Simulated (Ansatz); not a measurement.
Crystal: Cr.

```
CELL_PARAMETERS angstrom
2.71400 0.00000 0.00000
-1.35700 2.35039 0.00000
0.00000 0.00000 4.41000
ATOMIC_POSITIONS crystal
Cr 0.66667 0.33333 0.75000
Cr 0.33333 0.66667 0.25000
```

This isn't the form of Cr at room conditions, which is bcc.

- Program: Ansatz 0.2.0
- Task: relaxation of cell and atoms
- Functional: B3LYP
- Potentials or basis: Ansatz PAW
- Cutoff: 420 eV (not typed: the program's choice for these potentials)
- k mesh: 6 × 6 × 3
- Occupations: fermi-dirac, width 0.05 eV
- Spin: collinear spin, ferromagnetic start
- Starting moments: [3.0, 3.0] μB

At the start: volume 14.07 Å³/atom.

Problem. Where does the relaxation end?

Solution. It ends after 5 steps and the volume is 12.19 Å³/atom (-13.3 %); space group P6_3/mmc (No. 194, to 0.05 Å); moment 2.76 μB per cell.

Step by step:
| step | energy change (eV) | largest force (eV/Å) | volume (Å³) |
| --- | --- | --- | --- |
| 1 | 0.0000 | 0.0000 | 28.13 |
| 2 | -0.2869 | 0.0000 | 24.39 |
| 3 | -0.2869 | 0.0000 | 24.37 |
| 4 | -0.2869 | 0.0000 | 24.38 |
| 5 | -0.2856 | 0.0000 | 24.38 |

Final structure:
```cif
data_structure
_symmetry_space_group_name_H-M 'P 1'
_symmetry_Int_Tables_number 1
_cell_length_a 2.5824
_cell_length_b 2.5824
_cell_length_c 4.2207
_cell_angle_alpha 90.000
_cell_angle_beta 90.000
_cell_angle_gamma 120.000
_cell_volume 24.38
loop_
_atom_site_label
_atom_site_type_symbol
_atom_site_fract_x
_atom_site_fract_y
_atom_site_fract_z
_atom_site_occupancy
Cr1 Cr 0.66667 0.33333 0.75000 1
Cr2 Cr 0.33333 0.66667 0.25000 1
```

Caveat: the k mesh is coarse (spacing up to 0.47 Å⁻¹), so the values aren't converged, least of all with exact exchange; the magnetic or orbital state may not be the lowest; the plane-wave basis is chosen anew once the cell has moved, so the energies of steps on either side of that aren't comparable; the volume moved by -13 % from the deposited cell, more than functionals usually miss; the PAW data sets come from PBE, with cores solved anew for the run's functional, which leaves a small shift of forces and pressure.
